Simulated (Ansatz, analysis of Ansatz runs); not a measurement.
# A defect in a sheet: C_As in monolayer As, part 3 of 3

We look for the structure, spin, formation energy and gap states of neutral C_As in monolayer As. Model: a cell of 18 host atoms with 1 As taken out and 1 C put in.

Ansatz 0.2.0; plane-wave PAW DFT, PBE; supercells relaxed in a periodic cell with vacuum, the primitive cell and the final single points with the Coulomb interaction cut along the normal.

So far. Step 4 (Band edges against the vacuum level): The band edges were searched for over the zone, on the density of this mesh. The valence top lies 5.35 eV and the conduction bottom 3.73 eV below the vacuum level: a gap of 1.62 eV. Step 5 (Relaxing the neutral defect): With the common shift of the atoms taken out, the largest displacement is 0.86 Å, and the sheet with its defect is 0.10 Å thicker than the perfect one.

## 6. Energies and states on the vacuum scale

Level of this step: plane-wave PAW DFT, PBE, Coulomb cut-off along the normal; single point of a defect in a monolayer on the structure relaxed with PBE (Ansatz).

Single points with the cut-off give energies without the images along the normal, and levels against the vacuum; the images in the plane remain.

The cell differs from the one that the last finished run ended in (c 15.000 → 30.000 Å).

q0_M1.point.pbe/input.yaml

```yaml
crystal:
  lattice:
    - [10.81644602, 0.0, 0.0]
    - [-5.40822301, 9.36731703, 0.0]
    - [0.0, 0.0, 30.0]
  atoms:
    - { symbol: As, position: [1.694e-05, -0.00086723, 0.47968968] }
    - { symbol: As, position: [0.11420223, 0.22915366, 0.52438973] }
[... 6 atom lines left out ...]
    - { symbol: As, position: [0.34157598, 0.35095485, 0.47710492] }
    - { symbol: C, position: [0.44415288, 0.55584738, 0.49446198] }
    - { symbol: As, position: [0.34156064, 0.65790509, 0.4768213] }
[... 4 atom lines left out ...]
    - { symbol: As, position: [0.76996277, 0.55264881, 0.52420448] }
    - { symbol: As, position: [0.64864967, 0.65797664, 0.47667207] }
    - { symbol: As, position: [0.76965657, 0.88434798, 0.52429379] }
  periodic: [true, true, false]
basis:
  ecutwfc: 420
  xc_grid: 2
hamiltonian:
  xc: pbe
kpoints:
  mp_grid: { grid: [2, 2, 1] }
magnetization:
  spin_polarized: true
  initial_magnetization: 1
  spin_locking: { lock_magnetization: hard }
scf:
  occupations: { method: fixed }
  max_iter: 100
output:
  forces: true
  eigenvalues: true
  eigenstates: { localisation: true }
  populations: true
  band_densities: [{ bands: [v1, v1] }, { bands: [c1, c1] }]
  write_density: true
  write_potential: true
  volumetric_format: npy
checkpoint:
  write: "../q0_M1.point.pbe.run"
  compress: false
  write_wavefunctions: false
  write_every: 100000
```

Launch:

```
ansatz run input.yaml --threads 4 --pin off --max-ram 15073MiB --backend cpu --events-out ev --progress --plain --runs-dir out
```

Numbers of over 12 decimals in the logs are rounded to 6 here.

What it wrote:

```text
[...]
Crystal: 18 atoms, lattice volume = 3039.632 Å³
Basis set: ecut = 420 eV, 59321 PW (Γ), exchange–correlation on 150×150×432 points (8 copies of the dense FFT grid, shifted against one another)
Bands: 156, of which v1, the nominal top of the filled ones, is band 130 counted from 1 (129 counted from 0)
Symmetry: 1 space group operations
[...]
k-points: 4
[...]
Starting moments: Σ|m| = 1 μB on 18 of 18 sites
[...]
SCF iter   1: F=—  HF=-82803.430397 eV  |F-HF|=—  |Δ(HF+E_count)|=         —  Δρ=8.24e-3 (↑8.24e-3 ↓6.91e-3)  dr2=9.46e0  dr2_m=1.09e-1  M=1.000 μB ∫|m|=1.007 μB  β_m=0.30  ethr=3.10e-3  ⟨swp⟩=6.2  Hψ=4174  notcnv=0  defer=184
[...]
SCF iter  17: F=-82801.923081 eV  HF=-82801.923081 eV  |F-HF|=2.91e-10  |Δ(HF+E_count)|=   3.58e-9  Δρ=1.16e-7 (↑1.03e-7 ↓1.16e-7)  dr2=3.63e-10  dr2_m=2.48e-10  M=1.000 μB ∫|m|=1.182 μB  ethr=1.27e-12  ⟨swp⟩=8.0  Hψ=5724  notcnv=0
SCF 1 converged in 17 iterations: F = -82801.923081 eV  dr2 = 3.63e-10
[...]
WARN: The output density's exchange-correlation potential varies sharply where the density is thin. Do not read a vacuum level from v_tot or v_xc, or from such a field of the output density. [...]
SCF converged after 17 iterations
Stability checked in part: among states of this total moment the steps that led to this state did not find it unstable. No probe was made; neither looks for a lower state of another moment (fixed_total_moment; see scf.lower_state_search)
Magnetization: 1.0000 μB (130.0000 up, 129.0000 down)
Absolute magnetization: 1.1857 μB (∫|ρ↑−ρ↓|, with the PAW one-centre terms)
[...]
Per-site moments (μB) at R_I (Å): [(-0.00380884, 1.031288), (0.028306, 1.026768), (0.00341406, 1.026768), [... 15 left out ...]
Free energy (F): -82801.923081 eV
[...]
Internal energy: -82801.923081 eV  (E = F + TS)
E sigma→0 (E₀):  -82801.923081 eV
Fermi energy:    -4.805005 (↑ -4.805005, ↓ -5.487647) eV
[...]
--- Forces (eV/Å), atoms counted from 1 ---
  atom   1  As     0.00089603     0.00126443     0.00475318
  atom   2  As     0.00475607     0.00888648    -0.00296134
  atom   3  As     0.00175588    -0.00195832     0.00357970
  atom   4  As     0.00500328    -0.00289885    -0.00248540
  atom   5  As     0.00041427     0.00160136     0.00388944
  atom   6  As    -0.00100587    -0.00194627    -0.00160602
  atom   7  As     0.00011451     0.00078135     0.00566478
  atom   8  As    -0.00474958     0.00164640    -0.00338576
  atom   9  As     0.00130438    -0.00561310    -0.00763079
  atom  10  C     -0.01111729    -0.02305133    -0.00091942
  atom  11  As    -0.00036228     0.00449199     0.00287953
  atom  12  As    -0.01176661     0.00571853    -0.00652385
  atom  13  As    -0.00158814     0.00307804    -0.00202057
  atom  14  As     0.00048355     0.00136699     0.00750566
  atom  15  As    -0.00090092    -0.00398882     0.00090105
  atom  16  As     0.00492561    -0.00001491    -0.00333109
  atom  17  As    -0.00076568     0.00174913     0.00838176
  atom  18  As     0.01260283     0.00888704    -0.00668576
  max |Σ_I F_I| component: 5.10e-6 eV/Å
--- Band table (eV; the first three rows and the last of 8) ---
[...]
[... further k-points left out ...]
  ° read free of the cell's end (the report's vacuum.weakly_bound_levels)
--- Löwdin populations: 18 sites ---
  site symbol       q [e]    m [muB]
     0     As     14.9602    -0.0070
     1     As     14.9548     0.0564
     2     As     14.9460     0.0085
     3     As     14.9548     0.0552
     4     As     14.9599    -0.0069
     5     As     14.9501     0.0045
     6     As     14.9603    -0.0071
     7     As     14.9546     0.0567
     8     As     14.7580     0.0127
     9      C      4.5523     0.5737
    10     As     14.7574     0.0120
    11     As     14.9544     0.0561
    12     As     14.9461     0.0083
    13     As     14.9571     0.0102
    14     As     14.9461     0.0084
    15     As     14.9547     0.0548
    16     As     14.7569     0.0116
    17     As     14.9544     0.0556
  spilling = 0.003173 (of n_electrons = 259.000000)
--- Band densities, each state counted as filled ---
  window                                       electrons  max residual (eV)  cut levels
  bands: [v1, v1]                    1.000000 + 1.000000             4.0e-4           0
  bands: [c1, c1]                    1.000000 + 1.000000             3.4e-4           0
```

Run time: 2.4 min. Hardware: 4 threads of Arm Neoverse V2, shared host; peak memory 9.1 GiB.

With the cut-off the largest force on the relaxed structure is 0.026 eV/Å, so the structure stays at rest.

From eigenstates.tsv, first k-point; energies on the run's zero. The participation number counts the atoms that a state is spread over, of 18; bands count from 0.

```tsv
spin	band	energy (eV)	occupation	participation	largest share on	share
down	123	-6.099	1.00	11.6	As13	0.16
down	124	-5.934	1.00	10.3	As6	0.19
down	125	-5.861	1.00	10.5	As17	0.19
down	126	-5.855	1.00	10.4	As9	0.21
down	127	-5.488	1.00	16.5	As4	0.09
down	128	-5.488	1.00	16.5	As12	0.08
down	129	-4.725	0.00	8.2	C10	0.28
down	130	-3.820	0.00	12.5	As16	0.12
down	131	-3.813	0.00	12.5	As8	0.12
down	132	-3.802	0.00	14.2	As5	0.11
down	133	-3.602	0.00	12.1	As6	0.11
up	124	-5.981	1.00	8.1	As6	0.24
up	125	-5.918	1.00	10.9	As17	0.18
up	126	-5.913	1.00	10.8	As9	0.20
up	127	-5.521	1.00	16.3	As4	0.09
up	128	-5.520	1.00	16.3	As12	0.08
up	129	-5.219	1.00	8.3	C10	0.28
up	130	-3.905	0.00	13.6	As7	0.10
up	131	-3.858	0.00	12.4	As16	0.12
up	132	-3.852	0.00	12.4	As8	0.12
up	133	-3.615	0.00	12.1	As6	0.11
up	134	-3.612	0.00	12.2	As5	0.11
```

Under PBE at the first k-point of a 2×2×1 Γ-centred mesh, the highest filled state is spin up, spread over 8 of 18 atoms, and the lowest empty one, 0.49 eV above it, is spin down, spread over 8 of 18 atoms.

Löwdin populations of the atoms near the centre, and their excess over far atoms of the same element, which can also hold differences between inequivalent host sites (the log counts sites from 0):

```tsv
atom	distance from the centre (Å)	electrons	excess
C10	0.86	4.552	-
As9	2.36	14.758	-0.195
As17	2.37	14.757	-0.196
As11	2.37	14.757	-0.196
As16	3.54	14.955	0.001
As18	3.54	14.954	0.001
As8	3.54	14.955	0.001
As12	3.54	14.954	0.001
```

The largest moments in the atoms' spheres: C10 0.33, As8 0.03, As2 0.03, As12 0.03, As18 0.03, As4 0.03 μB.

Spin density in the ca plane at fractional y = 0.556, through the centre, with atoms of As and C within 0.45 Å of it.

Ten even steps from '0' (0.00 e/Å³) to '9' (0.38 e/Å³), each cell a mean:
```
00000000000000000000000000000000000000000000
00000000000000000000000000000000000000000000
00000000000000000000000000000000000000000000
00000000000000000000000000000000000000000000
00000000000000000000000000000000000000000000
00000000000000000000000000000000000000000000
00000000000000000000000000000000000000000000
00000000000000000000000000000000000000000000
00000000000000000000000000000000000000000000
00000000000000000000000000000000000000000000
00000000000000000000000000000000000000000000
00000000000000000010011000000000000000000000
00000000000000000255583100000000000000000000
00000000000000000267693100000000000000000000
00000000000000000111021000000000000000000000
00000000000000000000000000000000000000000000
00000000000000000000000000000000000000000000
00000000000000000000000000000000000000000000
00000000000000000000000000000000000000000000
00000000000000000000000000000000000000000000
00000000000000000000000000000000000000000000
00000000000000000000000000000000000000000000
00000000000000000000000000000000000000000000
00000000000000000000000000000000000000000000
```
Columns run along c (16.0 Å, from fractional 0.26 to 0.79 of the cell), rows up along a (10.8 Å). Atoms in or near the plane, at fractional coordinates: As at (0.52, 0.11), C at (0.49, 0.44), As at (0.52, 0.77).

Electrostatic potential energy in the ca plane at fractional y = 0.556, through the centre, with atoms of As and C within 0.45 Å of it. With pseudopotentials it is smooth inside the atoms' cores, unlike the true potential.

Ten even steps from '0' (-17 eV) to '9' (0 eV), each cell a mean:
```
99999999999999998644578889999999999999999999
99999999999999997533578899999999999999999999
99999999999999998766666678999999999999999999
99999999999999999886300037999999999999999999
99999999999999999985037504899999999999999999
99999999999999999984069813899999999999999999
99999999999999999886103115899999999999999999
99999999999999998766532368999999999999999999
99999999999999987423577889999999999999999999
99999999999999986201578999999999999999999999
99999999999999987533679999999999999999999999
99999999999999998742258999999999999999999999
99999999999999998710006999999999999999999999
99999999999999999600006999999999999999999999
99999999999999998741038999999999999999999999
99999999999999987534579999999999999999999999
99999999999999986301578999999999999999999999
99999999999999987412578899999999999999999999
99999999999999998766644578999999999999999999
99999999999999999886201026999999999999999999
99999999999999999984059704899999999999999999
99999999999999999984059704899999999999999999
99999999999999999886201026999999999999999999
99999999999999998766644578999999999999999999
```
Columns run along c (16.0 Å, from fractional 0.26 to 0.79 of the cell; values clipped at the 3rd and 97th percentile), rows up along a (10.8 Å). Atoms in or near the plane, at fractional coordinates: As at (0.52, 0.11), C at (0.49, 0.44), As at (0.52, 0.77).

Valence density in the ca plane at fractional y = 0.556, through the centre, with atoms of As and C within 0.45 Å of it. It is the smooth field of the valence electrons, not physical close to the nuclei.

Ten steps, logarithmic in the rise over the least value, from '0' (0 e/Å³) to '9' (24 e/Å³), each cell a mean:
```
00000000000000000111110000000000000000000000
00000000000000000111110000000000000000000000
00000000000000000111111100000000000000000000
00000000000000000011234321000000000000000000
00000000000000000001368742000000000000000000
00000000000000000001379852000000000000000000
00000000000000000011256531000000000000000000
00000000000000000111222210000000000000000000
00000000000000001121111000000000000000000000
00000000000000001122110000000000000000000000
00000000000000001122110000000000000000000000
00000000000000000123321000000000000000000000
00000000000000000134432000000000000000000000
00000000000000000134432000000000000000000000
00000000000000000123321000000000000000000000
00000000000000001122210000000000000000000000
00000000000000001122110000000000000000000000
00000000000000001122110000000000000000000000
00000000000000000111111110000000000000000000
00000000000000000011235421000000000000000000
00000000000000000001379842000000000000000000
00000000000000000001379842000000000000000000
00000000000000000011245421000000000000000000
00000000000000000111111110000000000000000000
```
Columns run along c (16.0 Å, from fractional 0.26 to 0.79 of the cell), rows up along a (10.8 Å). Atoms in or near the plane, at fractional coordinates: As at (0.52, 0.11), C at (0.49, 0.44), As at (0.52, 0.77).

Formation energy from total energies, with As (grey arsenic (A7)) and C (diamond) as references:

```tsv
total moment (μB)	formation energy (eV)
1	2.96
```

## 7. Results

```yaml
valence_top_of_the_perfect_sheet_below_vacuum: 5.35 eV
gap_of_the_perfect_sheet_pbe: 1.62 eV
largest_displacement_common_shift_taken_out: 0.86 Å
atoms_nearest_to_the_centre: C 0.86, As 2.36, As 2.37, As 2.37, As 3.54, As 3.54, As 3.54, As 3.54, As 3.55, As 3.55 Å
formation_energy_elements_as_references_pbe: 2.96 eV
moment_of_the_lowest_state_among_those_obtained: 1 μB
```

**Reading.** Under PBE the neutral defect costs 2.96 eV against the perfect sheet and the elements' reference phases, with the moment held at 1 μB, the only one obtained. What this leaves open: the images lie 10.8 Å apart in the plane; semilocal functionals make the gap too small and spread bound carriers; Kohn–Sham levels are not transition levels, and excitons, strong in sheets, are left out; a free-standing sheet, no substrate.

[Logs are printed without paths, hosts, clocks, repeated set-up lines and the standing remarks that a program may print on its own settings, such as how far it seeks lower states.]

[Hosts, paths, dates, database ids (printed as entryN), source tags and the programs' standing remarks are cut or masked in the printed files.]

[Maps of the electrostatic potential energy from Ansatz leave out the sawtooth potential of an applied field or a dipole correction, so their vacuum need not be flat.]
